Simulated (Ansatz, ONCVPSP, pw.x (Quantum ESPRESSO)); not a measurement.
**osmium (bcc): variants of one ONCV potential in the solid**

- Element: Os (Z = 76)
- Generator: ONCVPSP 4.0.1.1 (patched build)
- Type: optimised norm-conserving Vanderbilt (ONCV)
- Functional: PBE
- Relativity: scalar-relativistic
- Frozen core: [Kr] 4d10 4f14
- Valence charge: 16
- Reference configuration: 5s2 5p6 5d6 6s2
- Partial waves: 5s+6s: rc 1.50 bohr, ncon 3, nbas 7, qcut 7.7 1/bohr, 2 projectors; 5p: rc 1.60 bohr, ncon 4, nbas 8, qcut 6.8 1/bohr, 2 projectors, debl 0.7 Ha; 5d: rc 2.45 bohr, ncon 4, nbas 9, qcut 5.7 1/bohr, 1 projector
- Local potential: polynomial inside 1.40 bohr (lpopt 5, dvloc0 6 Ha)
- Core correction: Teter function, fcfact 1.75, rcfact 1.35

In the p channel the program set the typed energies aside and used -1.868, 0.250 Ha.

Crystal test: bcc Os in pw.x 7.5, no spin, 15³ k-points, Fermi–Dirac smearing 0.01 Ry, cutoffs set for each file from its atomic test. The reference is all-electron LAPW (Ansatz 0.2.0) with the same functional, mesh and smearing; V0 and B0 come from Birch–Murnaghan fits to the pressures at five volumes. Errors are pseudo minus all-electron; Δ is the rms difference of the E(V) curves that follow from these fits, minima aligned, over ±6 % about the mean V0. Mesh and smearing are coarse, so the numbers serve the comparison and aren't converged zero-temperature values; the lattice is a test structure that the element need not adopt.

All-electron: a0 = 3.093 Å (V0 = 14.79 Å³/atom), B0 = 347.4 GPa.

1 further variants are left out: they gave no file fit for a test, a broken result, the same result as the base, or pressures whose basis-set error rivals the error shown.

```csv
change,cutoffs (Ry),pw.x,a0 (Å),a0 error (%),B0 error (%),Δ (meV/atom),mean pressure error (GPa)
base,65/260,converged; energies reset by the program,3.090,-0.10,-0.1,3.3,-1.02
p: nproj 1,65/260,converged,3.080,-0.43,+2.6,14.6,-4.49
"local potential polynomial inside 1.40 bohr (lpopt 5, dvloc0 8 Ha)",65/260,converged; energies reset by the program,3.091,-0.06,-0.1,2.0,-0.62
s: qcut 7.4; p: qcut 6.6; d: qcut 5.5,60/240,converged; energies reset by the program,3.090,-0.09,-0.1,2.9,-0.91
"all radii but the core radius scaled by about 1.04 (s 1.56, p 1.66, d 2.54 bohr); local potential polynomial inside 1.44 bohr (lpopt 5, dvloc0 6 Ha)",60/240,converged; energies reset by the program,3.092,-0.04,-0.3,1.4,-0.43
```
